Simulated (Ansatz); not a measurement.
In:

```
In
1.0
    -1.62547    1.62547    2.47370
     1.62547   -1.62547    2.47370
     1.62547    1.62547   -2.47370
In
1
Direct
  0.00000 0.00000 0.00000
```

```yaml
Program: Ansatz 0.2.0
Task: relaxation of cell and atoms
Functional: BLYP
Dispersion: D4
Potentials_or_basis: Ansatz PAW
Cutoff: 420 eV
Density_cutoff: 1680 eV
k_mesh: 10 × 10 × 10
Occupations: fermi-dirac, width 0.1 eV
Spin: spin-orbit coupling, no magnetisation
```

At the start: pressure 2.0 GPa; volume 26.14 Å³/atom.

Where does the relaxation end?

Over 19 steps the energy falls by 16.0 meV/atom and the volume is 27.45 Å³/atom (+5.0 %); space group I4/mmm (No. 139, to 0.05 Å).

Step by step:
```csv
step,energy change (eV),largest force (eV/Å),pressure (GPa),volume (Å³)
1,0.0000,0.0000,2.04,26.14
2,-0.0037,0.0000,1.61,26.41
3,-0.0085,0.0000,0.89,26.88
4,-0.0118,0.0000,0.08,27.47
5,-0.0126,0.0000,-0.59,28.02
6,-0.0127,0.0000,-0.56,28.00
7,-0.0129,0.0000,-0.52,27.96
8,-0.0133,0.0000,-0.46,27.90
9,-0.0137,0.0000,-0.37,27.82
10,-0.0141,0.0000,-0.28,27.73
11,-0.0145,0.0000,-0.17,27.64
12,-0.0148,0.0000,-0.05,27.54
13,-0.0151,0.0000,0.07,27.43
14,-0.0154,0.0000,0.19,27.34
15,-0.0156,0.0000,0.28,27.26
16,-0.0158,0.0000,0.32,27.23
17,-0.0160,0.0000,0.30,27.25
18,-0.0161,0.0000,0.21,27.32
19,-0.0160,0.0000,0.05,27.45
```

Final structure:
```
CELL_PARAMETERS angstrom
-1.69897 1.69897 2.37719
1.69897 -1.69897 2.37719
1.69897 1.69897 -2.37719
ATOMIC_POSITIONS crystal
In 0.00000 0.00000 0.00000
```

Caveat: the potentials were made for another functional, which shifts forces and pressure; the thresholds are loose for stress.
